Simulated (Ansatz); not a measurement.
Set up this calculation in Ansatz 0.2.0, as the native input.

```
Task                                : band structure
Functional                          : PBE
Potentials or basis                 : Ansatz PAW
Cutoff                              : 420 eV (not typed: the program's choice for these potentials)
k mesh                              : 7 × 7 × 5
Occupations                         : fermi-dirac, width 0.05 eV
Spin                                : no spin polarisation
Path                                : [["G", "M", "K", "G", "A", "L", "H", "A"], ["L", "M"], ["K", "H"]]
Points for each segment of the path : 14
```

The system is Te.

```
CELL_PARAMETERS angstrom
4.45400 0.00000 0.00000
-2.22700 3.85728 0.00000
0.00000 0.00000 5.92400
ATOMIC_POSITIONS crystal
Te 0.73100 0.73100 0.00000
Te 0.00000 0.26900 0.66667
Te 0.26900 0.00000 0.33333
```

These files were run (other wordings do the same):

input.yaml

```yaml
crystal:
  lattice:
    - [4.454, 0.0, 0.0]
    - [-2.227, 3.8572771485, 0.0]
    - [0.0, 0.0, 5.924]
  atoms:
    - { symbol: Te, position: [0.731, 0.731, 0.0] }
    - { symbol: Te, position: [0.0, 0.269, 0.6666666667] }
    - { symbol: Te, position: [0.269, 0.0, 0.3333333333] }
hamiltonian:
  xc: pbe
  pseudopotentials: { kind: paw }
kpoints:
  mp_grid: { grid: [7, 7, 5] }
  band_path:
    path:
      - [[0.0, 0.0, 0.0], [0.5, 0.0, 0.0], [0.3333333333, 0.3333333333, 0.0], [0.0, 0.0, 0.0], [0.0, 0.0, 0.5], [0.5, 0.0, 0.5], [0.3333333333, 0.3333333333, 0.5], [0.0, 0.0, 0.5]]
      - [[0.5, 0.0, 0.5], [0.5, 0.0, 0.0]]
      - [[0.3333333333, 0.3333333333, 0.0], [0.3333333333, 0.3333333333, 0.5]]
    npoints: 14
scf:
  occupations: { method: fermi_dirac, width: 0.05 }
  n_extra_bands: 7
output:
  forces: true
  stress: true
  eigenvalues: true
  fatbands: false
```

Potentials or basis: Ansatz PAW.

The run is started by

```sh
$ ansatz run input.yaml --threads 2 --pin off --max-ram 5632MiB --backend cpu --events-out ev --progress --plain --runs-dir out
```

Results of the run:

| Property | Result |
| --- | --- |
| Pressure | 1.4 GPa |
| Largest force | 0.148 eV/Å |
| Band gap along the path | 0.16 eV, indirect (least direct gap 0.19 eV) |

Caveat: spin-orbit coupling is left out, which moves the levels of the heavy elements.

Wall time 10 s on 2 threads of Intel(R) Xeon(R) 6975P-C (Granite Rapids), with other jobs on the host, peak memory 0.46 GiB.
